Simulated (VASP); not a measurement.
# Mg3Sb2 (P-3m1) in VASP: notebook

One crystal, Mg3Sb2, is run at these levels: PBEsol, PBE; tasks: relaxation of shape and atoms at fixed volume, relaxation of cell and atoms.

All numbers are computed with VASP 6.6.1; they aren't measurements. Logs are shortened: lines on timing, memory, paths and dates and some standing lists are left out, and cuts for length are marked.

### Step 1. The crystal as given

Symmetry: P-3m1, No. 164, trigonal system. The conventional cell has a = 4.582 Å, b = 4.582 Å, c = 7.244 Å, α = 90.00°, β = 90.00°, γ = 120.00°. Around Mg (site symmetry 3m) lie 4 Sb at 2.82 to 2.86 Å. Around Mg (site symmetry -3m) lie 6 Sb at 3.15 Å. Sb (site symmetry 3m) is surrounded by 7 Mg at 2.82 to 3.15 Å.

### Step 2. Relaxation of shape and atoms at fixed volume, PBEsol (a relaxed cell with its volume scaled by 1.06)

The input, INCAR:

```
SYSTEM = Mg3Sb2
ALGO = Normal
EDIFF = 1E-7
EDIFFG = -0.01
ENCUT = 600
GGA = PS
IBRION = 2
ISIF = 4
ISMEAR = 0
LASPH = .True.
LCHARG = .False.
LREAL = .False.
LWAVE = .False.
NELM = 80
NSW = 40
PREC = Accurate
SIGMA = 0.03
```

The input, KPOINTS:

```
k-points
0
Gamma
  9 9 5
  0 0 0
```

The input, POSCAR:

```
Mg3Sb2                                  
1.0
    4.6439786572     -0.0000000000      0.0000000000
   -2.3219893286      4.0218034918     -0.0000000000
    0.0000000000      0.0000000000      7.3269450581
  Mg              Sb            
     3     2
Direct
     0.3333333332999970    0.6666666667000030    0.6325098387269918
     0.6666666667000030    0.3333333332999970    0.3674901612730081
     1.0000000000000000    0.0000000000000000    0.0000000000000000
     0.3333333332999970    0.6666666667000030    0.2237411491358341
     0.6666666667000030    0.3333333332999970    0.7762588508641659
```

Potentials or basis: VASP PAW PBE potentials, release 64 (Mg, Sb).

On the command line:

```console
$ cat potpaw_PBE.64/Mg/POTCAR potpaw_PBE.64/Sb/POTCAR > POTCAR
$ mpirun -np 1 vasp_std > vasp.out
```

OUTCAR:

```text
SYSTEM = Mg3Sb2
   EDIFF = 1E-7
   EDIFFG = -0.01
   ENCUT = 600
   GGA = PS
   IBRION = 2
   ISIF = 4
   ISMEAR = 0
   LASPH = .True.
   LREAL = .False.
   NELM = 80
   NSW = 40
   PREC = Accurate

 ion  position               nearest neighbor table
   1  0.333  0.667  0.633-   5 2.88   5 2.88   5 2.88   4 3.00   2 3.31   2 3.31   2 3.31
   2  0.667  0.333  0.367-   4 2.88   4 2.88   4 2.88   5 3.00   1 3.31   1 3.31   1 3.31
   3  0.000  0.000  0.000-   4 3.14   5 3.14   5 3.14   4 3.14   5 3.14   4 3.14
   4  0.333  0.667  0.224-   2 2.88   2 2.88   2 2.88   1 3.00   3 3.14   3 3.14   3 3.14
   5  0.667  0.333  0.776-   1 2.88   1 2.88   1 2.88   2 3.00   3 3.14   3 3.14   3 3.14

  LATTYP: Found a hexagonal cell.
 ALAT       =     4.6439786572
 C/A-ratio  =     1.5777301316

  Lattice vectors:

 A1 = (   4.6439786572,   0.0000000000,   0.0000000000)
 A2 = (  -2.3219893286,   4.0218034918,   0.0000000000)
 A3 = (   0.0000000000,   0.0000000000,   7.3269450581)

Analysis of symmetry for initial positions (statically):
=====================================================================
 Subroutine PRICEL returns:
 Original cell was already a primitive cell.

 Routine SETGRP: Setting up the symmetry group for a
 hexagonal supercell.

 Subroutine GETGRP returns: Found 12 space group operations
 (whereof 12 operations were pure point group operations)
 out of a pool of 24 trial point group operations.

The static configuration has the point symmetry D_3d.

Analysis of symmetry for dynamics (positions and initial velocities):
=====================================================================
 Subroutine PRICEL returns:
 Original cell was already a primitive cell.

 Routine SETGRP: Setting up the symmetry group for a
 hexagonal supercell.

 Subroutine GETGRP returns: Found 12 space group operations
 (whereof 12 operations were pure point group operations)
 out of a pool of 24 trial point group operations.

The dynamic configuration has the point symmetry D_3d.

 Subroutine INISYM returns: Found 12 space group operations
 (whereof 12 operations are pure point group operations),
 and found     1 'primitive' translations

----------------------------------------------------------------------------------------

                                     Primitive cell

  volume of cell :     136.8466

  direct lattice vectors                    reciprocal lattice vectors
     4.643978657  0.000000000  0.000000000     0.215332600  0.124322335  0.000000000
[... 111 lines left out ...]
     AMIX     =   0.40;   BMIX     =  1.00
     AMIX_MAG =   1.60;   BMIX_MAG =  1.00
  volume/ion in A,a.u.               =      27.37       184.70
  Fermi-wavevector in a.u.,A,eV,Ry     =   0.800516  1.512756  8.718971  0.640826
  Thomas-Fermi vector in A             =   1.907827
   LORBIT       =      0    0 simple, 1 ext, 2 COOP (PROOUT), +10 PAW based schemes
   GGA     = PS    functional components
   LHFCALC =     F    Hartree Fock is set to
   AEXX    =    0.0000 exact exchange contribution
   IVDW    =     0    specifies the selected vdW correction
   LEPSILON=     F    determine dielectric tensor
   LRPA    =     F    only Hartree local field effects (RPA)
 conjugate gradient relaxation of ions
 non-spin polarized calculation
 Gauss-broadening in eV      SIGMA  =   0.03
  energy-cutoff  :      600.00
  volume of cell :      136.85
 maximum number of plane-waves:      4637
 NGX is ok and might be reduce to    40
   NGX = 19   NGY = 19   NGZ = 29

--------------------------------------- Ionic step        1  -------------------------------------------

 number of electron      16.0000000 magnetization

 Free energy of the ion-electron system (eV)
  ---------------------------------------------------
  ext. energy  EPLUGINS =         0.00000000
  ---------------------------------------------------
  free energy    TOTEN  =       -16.09808961 eV

  energy without entropy =      -16.09808132  energy(sigma->0) =      -16.09808547

------------------------ aborting loop because EDIFF is reached ----------------------------------------

  FORCE on cell =-STRESS in cart. coord.  units (eV):
  Direction    XX          YY          ZZ          XY          YZ          ZX
  --------------------------------------------------------------------------------------
  -------------------------------------------------------------------------------------
  Total       -2.1434225     -2.1434225     -2.0193544     -0.0000000     -0.0000000     -0.0000000
  in kB      -25.0948365    -25.0948365    -23.6422676     -0.0000000     -0.0000000     -0.0000000
  external PRESSURE =     -24.6106469 kB  Pullay stress =       0.0000000 kB
[... 65 lines left out ...]
--------------------------------------- Ionic step        3  -------------------------------------------

 number of electron      16.0000000 magnetization

 Free energy of the ion-electron system (eV)
  ---------------------------------------------------
  ext. energy  EPLUGINS =         0.00000000
  ---------------------------------------------------
  free energy    TOTEN  =       -16.10145205 eV

  energy without entropy =      -16.10145043  energy(sigma->0) =      -16.10145124

 E-fermi :   4.0732     XC(G=0):  -8.7298

 val. band max:        4.0130753027   @ k =   0.0000   0.0000   0.0000
 cond. band min:       4.1446686163   @ k =   0.0000   0.4444   0.4000
 fundamental gap:      0.1315933136
 Fermi energy:         4.0732461859

 k-point     1 :       0.0000    0.0000    0.0000
  band No.  band energies     occupation
      1      -6.0864      2.00000
      2      -4.9424      2.00000
      3      -0.7248      2.00000
      4       2.9817      2.00000
      5       2.9817      2.00000
      6       3.6482      2.00000
      7       3.6482      2.00000
      8       4.0131      1.99544
      9       4.8483      0.00000
     10       5.1333      0.00000
     11       7.0367      0.00000
     12       7.0367      0.00000
[... 331 lines left out ...]
 k-point    24 :      -0.1111    0.3333    0.2000
  band No.  band energies     occupation
      1      -5.5050      2.00000
      2      -4.8008      2.00000
      3      -0.0757      2.00000
      4       0.8383      2.00000
      5       1.1403      2.00000
      6       1.9577      2.00000
      7       2.7814      2.00000
      8       3.2940      2.00000
      9       5.1106      0.00000
     10       6.2734      0.00000
     11       6.7435      0.00000
     12       7.3605      0.00000

 [... further k-points ...]
[... 5 lines left out ...]
  --------------------------------------------------------------------------------------
  -------------------------------------------------------------------------------------
  Total       -1.9857378     -1.9857378     -2.0062813      0.0000000      0.0000000      0.0000000
  in kB      -23.2486896    -23.2486896    -23.4892097      0.0000000      0.0000000      0.0000000
  external PRESSURE =     -23.3288630 kB  Pullay stress =       0.0000000 kB
[... 20 lines left out ...]
  FREE ENERGIE OF THE ION-ELECTRON SYSTEM (eV)
  ---------------------------------------------------
  free  energy   TOTEN  =       -16.1014520455 eV

  energy  without entropy=      -16.1014504310  energy(sigma->0) =      -16.10145124

 reached required accuracy - stopping structural energy minimisation
```

It took 3.1 min on 1 thread of Intel Xeon Platinum 8488C (Sapphire Rapids), shared host; peak memory 0.38 GiB.

Results:

* Free energy: -16.1015 eV
* Energy gained by relaxing: 0.7 meV/atom
* Ionic steps: 3
* Pressure after relaxing: -2.3 GPa
* Largest force after relaxing: 0.007 eV/Å
* Band gap on the k mesh: 0.13 eV, indirect (least direct gap 0.84 eV)

Forces in eV/Å, atoms in the order of the input:
```
Mg   0.000  0.000  0.007
Mg   0.000  0.000 -0.007
Mg   0.000  0.000  0.000
Sb   0.000  0.000  0.005
Sb   0.000  0.000 -0.005
```

Step by step:
```
step  energy change (eV)  largest force (eV/Å)  pressure (GPa)
   1              0.0000                0.1258           -2.46
   2             -0.0014                0.0958           -2.43
   3             -0.0034                0.0065           -2.33
```

Final structure:
```xyz
5
Lattice="4.6366 0.0000 0.0000 -2.3183 4.0154 0.0000 0.0000 0.0000 7.3504" Properties=species:S:1:pos:R:3 pbc="T T T"
Mg    0.0000    2.6769    4.6508
Mg    2.3183    1.3385    2.6995
Mg   -2.3183    4.0154    7.3504
Sb    0.0000    2.6769    1.6689
Sb    2.3183    1.3385    5.6814
```

Caveat: the PAW data sets were made with another functional, which shifts forces and pressure a little; spin-orbit coupling is left out, which moves the levels of the heavy elements; an odd mesh through Γ misses points on the zone boundary, where band edges often lie.

### Step 3. Relaxation of cell and atoms, PBE

The input, INCAR:

```
ALGO = Normal
EDIFF = 1E-6
EDIFFG = -0.01
ENCUT = 600
GGA = PE
IBRION = 2
ISIF = 3
ISMEAR = 0
LASPH = T
LCHARG = F
LREAL = F
LWAVE = F
NELM = 80
NSW = 90
PREC = Accurate
SIGMA = 0.03
```

The input, KPOINTS:

```
k-points
0
Gamma
  9 9 5
```

The input, POSCAR:

```
Mg3Sb2
1.0
    4.5820000000      0.0000000000      0.0000000000
   -2.2910000000      3.9681284001      0.0000000000
    0.0000000000      0.0000000000      7.2440000000
Mg Sb
3 2
Direct
    0.3333333333      0.6666666667      0.6300000000
    0.6666666667      0.3333333333      0.3700000000
    0.0000000000      0.0000000000      0.0000000000
    0.3333333333      0.6666666667      0.2350000000
    0.6666666667      0.3333333333      0.7650000000
```

Potentials or basis: VASP PAW PBE potentials, release 64 (Mg, Sb).

On the command line:

```console
$ cat potpaw_PBE.64/Mg/POTCAR potpaw_PBE.64/Sb/POTCAR > POTCAR
$ mpirun -np 1 vasp_std > vasp.out
```

Wall time 5.5 min (1 thread of Intel Xeon 6975P-C (Granite Rapids), shared host); peak memory 0.38 GiB.

The run converged. Its results:

```
Free energy                            : -14.6470 eV
Relaxed volume                         : 26.61 Å³/atom
Relaxed cell                           : a = 4.596 Å, b = 4.596 Å, c = 7.274 Å, α = 90.00°, β = 90.00°, γ = 120.00°
Space group after relaxing (to 0.05 Å) : P-3m1 (No. 164)
Energy gained by relaxing              : 7.9 meV/atom
Ionic steps                            : 10
Pressure after relaxing                : 0.0 GPa
Largest force after relaxing           : 0.003 eV/Å
Band gap on the k mesh                 : 0.15 eV, indirect (least direct gap 1.01 eV)
```

Forces in eV/Å, atoms in the order of the input:
```
Mg   0.000  0.000 -0.003
Mg   0.000  0.000  0.003
Mg   0.000  0.000  0.000
Sb   0.000  0.000 -0.002
Sb   0.000  0.000  0.002
```

Step by step:
```tsv
step	energy change (eV)	largest force (eV/Å)	pressure (GPa)	volume (Å³)
1	0.0000	0.4968	0.96	131.71
2	-0.0267	0.2429	-0.25	134.73
3	-0.0276	0.1917	-0.50	135.42
4	-0.0349	0.1233	-0.24	134.31
5	-0.0381	0.0390	0.10	132.99
6	-0.0393	0.0109	0.00	133.15
7	-0.0395	0.0054	-0.05	133.24
8	-0.0395	0.0059	-0.05	133.23
9	-0.0395	0.0062	-0.04	133.22
10	-0.0395	0.0033	0.02	133.04
```

Final structure:
```
Mg Sb
1.0
     4.59563    0.00000    0.00000
    -2.29782    3.97994    0.00000
     0.00000    0.00000    7.27374
Mg Sb
3 2
Direct
  0.33333 0.66667 0.63209
  0.66667 0.33333 0.36791
  0.00000 0.00000 0.00000
  0.33333 0.66667 0.22545
  0.66667 0.33333 0.77455
```

Levels at points of the mesh, in eV from the valence-band top:
```
           k point  band 6  band 7  band 8  band 9  band 10  band 11
(0.00, 0.00, 0.00)   -0.39   -0.39    0.00    1.01     1.18     3.03
```

Caveat: spin-orbit coupling is left out, which moves the levels of the heavy elements; an odd mesh through Γ misses points on the zone boundary, where band edges often lie. PBE usually gives volumes a little too large and moduli too small.

### Step 4. Relaxation of cell and atoms, PBE

This run uses another cell than the first one, of 26.61 Å³/atom, 1.010 times its volume.

Edit INCAR of step 3 so:

```diff
@@ -1,4 +1,4 @@
 ALGO = Normal
-EDIFF = 1E-6
-EDIFFG = -0.01
+EDIFF = 1E-7
+EDIFFG = -0.005
 ENCUT = 600
```

KPOINTS is that of step 3.

The input, POSCAR:

```
Mg3Sb2                                  
1.0
    4.5956346081     -0.0000000000      0.0000000000
   -2.2978173041      3.9799363171     -0.0000000000
   -0.0000000000     -0.0000000000      7.2737406169
  Mg              Sb            
     3     2
Direct
     0.3333333332999970    0.6666666667000030    0.6320893614191544
     0.6666666667000030    0.3333333332999970    0.3679106385808454
     1.0000000000000000    1.0000000000000000    0.0000000000000000
     0.3333333332999970    0.6666666667000030    0.2254486671126857
     0.6666666667000030    0.3333333332999970    0.7745513328873144
```

Potentials or basis: VASP PAW PBE potentials, release 64 (Mg, Sb).

On the command line:

```console
$ cat potpaw_PBE.64/Mg/POTCAR potpaw_PBE.64/Sb/POTCAR > POTCAR
$ mpirun -np 1 vasp_std > vasp.out
```

OUTCAR:

```text
EDIFF = 1E-7
   EDIFFG = -0.005
   ENCUT = 600
   GGA = PE
   IBRION = 2
   ISIF = 3
   ISMEAR = 0
   LASPH = T
   LREAL = F
   NELM = 80
   NSW = 90
   PREC = Accurate

 ion  position               nearest neighbor table
   1  0.333  0.667  0.632-   5 2.85   5 2.85   5 2.85   4 2.96   2 3.28   2 3.28   2 3.28
   2  0.667  0.333  0.368-   4 2.85   4 2.85   4 2.85   5 2.96   1 3.28   1 3.28   1 3.28
   3  0.000  0.000  0.000-   4 3.12   5 3.12   5 3.12   4 3.12   5 3.12   4 3.12
   4  0.333  0.667  0.225-   2 2.85   2 2.85   2 2.85   1 2.96   3 3.12   3 3.12   3 3.12
   5  0.667  0.333  0.775-   1 2.85   1 2.85   1 2.85   2 2.96   3 3.12   3 3.12   3 3.12

  LATTYP: Found a hexagonal cell.
[... 567 lines left out ...]
  Total        0.0170251      0.0170251      0.0129814     -0.0000000     -0.0000000      0.0000000
  in kB        0.2050316      0.2050316      0.1563334     -0.0000000     -0.0000000      0.0000000
  external PRESSURE =       0.1887989 kB  Pullay stress =       0.0000000 kB

 VOLUME and BASIS-vectors are now :
 -----------------------------------------------------------------------------
  energy-cutoff  :      600.00
  volume of cell :      133.04
      direct lattice vectors                 reciprocal lattice vectors
     4.595634608  0.000000000  0.000000000     0.217597804  0.125630151  0.000000000
    -2.297817304  3.979936317  0.000000000     0.000000000  0.251260302  0.000000000
     0.000000000  0.000000000  7.273740617     0.000000000  0.000000000  0.137480844

 POSITION                                       TOTAL-FORCE (eV/Angst)
 -----------------------------------------------------------------------------------
     -0.00000      2.65329      4.59765         0.000000     -0.000000     -0.003264
      2.29782      1.32665      2.67609        -0.000000      0.000000      0.003264
      0.00000      0.00000      0.00000        -0.000000      0.000000      0.000000
     -0.00000      2.65329      1.63986         0.000000     -0.000000     -0.001565
      2.29782      1.32665      5.63389        -0.000000      0.000000      0.001565
 -----------------------------------------------------------------------------------
    total drift:                                0.000000      0.000000     -0.000000

  FREE ENERGIE OF THE ION-ELECTRON SYSTEM (eV)
  ---------------------------------------------------
  free  energy   TOTEN  =       -14.6470680181 eV

  energy  without entropy=      -14.6470676009  energy(sigma->0) =      -14.64706781

 reached required accuracy - stopping structural energy minimisation
```

OSZICAR:

```text
N       E                     dE             d eps       ncg     rms          rms(c)
DAV:   1     0.540286181344E+02    0.54029E+02   -0.56225E+03  1200   0.113E+03
DAV:   2    -0.106140904573E+02   -0.64643E+02   -0.59249E+02  1472   0.143E+02
DAV:   3    -0.151457011569E+02   -0.45316E+01   -0.42787E+01  1544   0.397E+01
DAV:   4    -0.152367872345E+02   -0.91086E-01   -0.90294E-01  1432   0.586E+00
DAV:   5    -0.152382735269E+02   -0.14863E-02   -0.14834E-02  1496   0.895E-01    0.435E+00
DAV:   6    -0.147485119613E+02    0.48976E+00   -0.69019E-01  1316   0.383E+00    0.267E+00
DAV:   7    -0.146478863904E+02    0.10063E+00   -0.46207E-01  1428   0.326E+00    0.102E+00
DAV:   8    -0.146470057267E+02    0.88066E-03   -0.21574E-02  1360   0.927E-01    0.472E-02
DAV:   9    -0.146469996275E+02    0.60992E-05   -0.59587E-04  1448   0.185E-01    0.288E-02
DAV:  10    -0.146470562257E+02   -0.56598E-04   -0.10001E-04  1356   0.655E-02    0.929E-03
DAV:  11    -0.146470671257E+02   -0.10900E-04   -0.18581E-05  1332   0.273E-02    0.688E-03
DAV:  12    -0.146470678752E+02   -0.74953E-06   -0.39229E-06  1452   0.113E-02    0.339E-03
DAV:  13    -0.146470680895E+02   -0.21424E-06   -0.43142E-07  1340   0.414E-03    0.508E-04
DAV:  14    -0.146470680181E+02    0.71322E-07   -0.11732E-07  1008   0.198E-03
   1 F= -.14647068E+02 E0= -.14647068E+02  d E =-.146471E+02
```

CONTCAR:

```text
Mg3Sb2
   1.00000000000000
     4.5956346081000001    0.0000000000000000    0.0000000000000000
    -2.2978173041000001    3.9799363171000000    0.0000000000000000
     0.0000000000000000    0.0000000000000000    7.2737406168999996
  Mg              Sb
     3     2
Direct
     0.3333333332999970    0.6666666667000030    0.6320893614191547
     0.6666666667000030    0.3333333332999970    0.3679106385808453
     0.0000000000000000    0.0000000000000000    0.0000000000000000
     0.3333333332999970    0.6666666667000030    0.2254486671126870
     0.6666666667000030    0.3333333332999970    0.7745513328873130

  0.00000000E+00  0.00000000E+00  0.00000000E+00
  0.00000000E+00  0.00000000E+00  0.00000000E+00
  0.00000000E+00  0.00000000E+00  0.00000000E+00
  0.00000000E+00  0.00000000E+00  0.00000000E+00
  0.00000000E+00  0.00000000E+00  0.00000000E+00
```

It took 64 s on 1 thread of Intel Xeon 6975P-C (Granite Rapids), shared host; peak memory 0.35 GiB.

Results:

```
Free energy                  : -14.6471 eV
Pressure after relaxing      : 0.0 GPa
Largest force after relaxing : 0.003 eV/Å
Band gap on the k mesh       : 0.15 eV, indirect (least direct gap 1.01 eV)
```

Forces on the atoms (eV/Å):
```
Mg   0.000  0.000 -0.003
Mg   0.000  0.000  0.003
Mg   0.000  0.000  0.000
Sb   0.000  0.000 -0.002
Sb   0.000  0.000  0.002
```

Final structure:
```
Mg Sb
1.0
     4.59563    0.00000    0.00000
    -2.29782    3.97994    0.00000
     0.00000    0.00000    7.27374
Mg Sb
3 2
Direct
  0.33333 0.66667 0.63209
  0.66667 0.33333 0.36791
  0.00000 0.00000 0.00000
  0.33333 0.66667 0.22545
  0.66667 0.33333 0.77455
```

Caveat: the relaxation stopped at its first step, so nothing moved; spin-orbit coupling is left out, which moves the levels of the heavy elements; an odd mesh through Γ misses points on the zone boundary, where band edges often lie.
